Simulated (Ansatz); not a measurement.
In doubt: masses and optical values from hybrid runs of this build are listed as unsure (in some of the runs), which bears on the screening that GW takes from such a start.

The crystal is In5GaAsP5 (zincblende [001] superlattice).

The cell holds 12 atoms: 5 In, 5 P, 1 Ga and 1 As. Its edges and angles: a = 4.133 Å, b = 4.125 Å, c = 17.537 Å, α = 90.0°, β = 90.0°, γ = 90.0°. It derives from InP. Regions: InP, 10 atoms (5 In and 5 P); GaAs, 2 atoms (1 Ga and 1 As). The structure's axis is c.

```xyz
12
Lattice="4.1333 0.0000 0.0000 0.0000 4.1253 0.0000 0.0000 0.0000 17.5368" Properties=species:S:1:pos:R:3 pbc="T T T"
In    0.0000    0.0000    0.7180
P     2.0666    0.0000    2.1954
In    2.0666    2.0627    3.6794
P     0.0000    2.0627    5.1563
In    0.0000    0.0000    6.6383
P     2.0666    0.0000    8.1151
In    2.0666    2.0627    9.5969
P     0.0000    2.0627   11.0733
In    0.0000    0.0000   12.5540
P     2.0666    0.0000   14.0417
Ga    2.0666    2.0627   15.3059
As    0.0000    2.0627   16.6599
```

The structure was relaxed with PBEsol. The runs that relaxed it are not among those shown.

Gaps computed with Ansatz 0.2.0 without a self-energy: HSE06 1.31 eV.

**Question.** What gap should G0W0 on HSE06 give (4×4×2 mesh, 579 empty bands, screening to 90 eV, PAW set soft_1 files)?

About 1.48 eV: on its mesh the run moves the gap from 1.31 eV by +0.17 eV. Bands and cutoff are finite, so the gap is not at the basis limit. The miss can reach some tenths of an eV and take either sign; the mesh is an error of its own. The 4×4×2 mesh is coarse for this cell (its supercell is 17 Å along the shortest edge). The RPA ε∞ on it, from the HSE06 start, is 9.04, 10.72 and 10.89; such meshes misread the long-range screening, most where the gap is narrow. The many-body steps are scalar-relativistic: spin-orbit coupling is not in them.

[Paths, hosts, dates, memory and timing lines, banners, echoed tables and standing remarks are left out of the program output.]

[Logs are printed without paths, hosts, clocks, repeated set-up lines and the standing remarks that a program may print on its own settings, such as how far it seeks lower states.]

[Runs of the session that timed out or met a known fault of the program may be left out.]

[Cells called generated may have been cut or substituted from an entry of the Crystallography Open Database or the Materials Project.]

[Hosts, paths, dates, database ids (printed as entryN), source tags and the programs' standing remarks are cut or masked in the printed files.]
